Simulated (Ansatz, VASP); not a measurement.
## Cd in VASP and in Ansatz

```
CELL_PARAMETERS angstrom
3.01807 0.00000 0.00000
-1.50904 2.61373 0.00000
0.00000 0.00000 5.69157
ATOMIC_POSITIONS crystal
Cd 0.33333 0.66667 0.25000
Cd 0.66667 0.33333 0.75000
```

Change from the starting cell: volume scaled by 1.04.

Alike in both runs: task single point; functional PBE; k mesh 14 × 14 × 7; occupations fermi-dirac, width 0.05 eV; no spin polarisation.

|  | VASP | Ansatz |
| --- | --- | --- |
| version | VASP 6.6.1 | Ansatz 0.2.0 |
| potentials or method | VASP PAW PBE potentials, release 64 (Cd), cutoff 520 eV | all-electron LAPW, scalar-relativistic |

```csv
,VASP,Ansatz,Ansatz less VASP
pressure (GPa),1.1,0.8,-0.29
largest component of the traceless stress (GPa),0.43,0.30,-0.129
```

Ansatz ran all-electron here, so the differences hold the error of VASP's frozen core and of both bases.
